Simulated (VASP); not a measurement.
Crystal: AlN.

```
Al N
1.0
     3.11300    0.00000    0.00000
    -1.55650    2.69594    0.00000
     0.00000    0.00000    4.98100
Al N
2 2
Direct
  0.33333 0.66667 0.00000
  0.66667 0.33333 0.50000
  0.33333 0.66667 0.38000
  0.66667 0.33333 0.88000
```

| Quantity | Value |
| --- | --- |
| Program | VASP 6.6.1 |
| Task | relaxation of cell and atoms |
| Functional | PBE |
| Potentials or basis | VASP PAW PBE potentials, release 64 (Al, N) |
| Cutoff | 600 eV |
| k mesh | 9 × 9 × 6 |
| Occupations | gaussian, width 0.02 eV |
| Spin | no spin polarisation |

At the start: pressure 3.3 GPa; volume 10.45 Å³/atom.

Question: Where does the relaxation end?

Answer: Over 9 steps the energy falls by 2.1 meV/atom and the volume is 10.63 Å³/atom (+1.7 %); space group P6_3mc (No. 186, to 0.05 Å).

Step by step:
```
step  energy change (eV)  largest force (eV/Å)  pressure (GPa)  volume (Å³)
   1              0.0000                0.1289            3.33        41.80
   2             -0.0018                0.0912           -2.77        43.13
   3             -0.0083                0.0036            0.00        42.50
   4             -0.0083                0.0059            0.07        42.48
   5             -0.0083                0.0072            0.05        42.49
   6             -0.0083                0.0074            0.04        42.49
   7             -0.0083                0.0088            0.02        42.49
   8             -0.0083                0.0084            0.04        42.49
   9             -0.0083                0.0013           -0.03        42.50
```

Final structure:
```xyz
4
Lattice="3.1282 0.0000 0.0000 -1.5641 2.7091 0.0000 0.0000 0.0000 5.0154" Properties=species:S:1:pos:R:3 pbc="T T T"
Al    0.0000    1.8061    5.0115
Al    1.5641    0.9030    2.5038
N     0.0000    1.8061    1.9097
N     1.5641    0.9030    4.4174
```
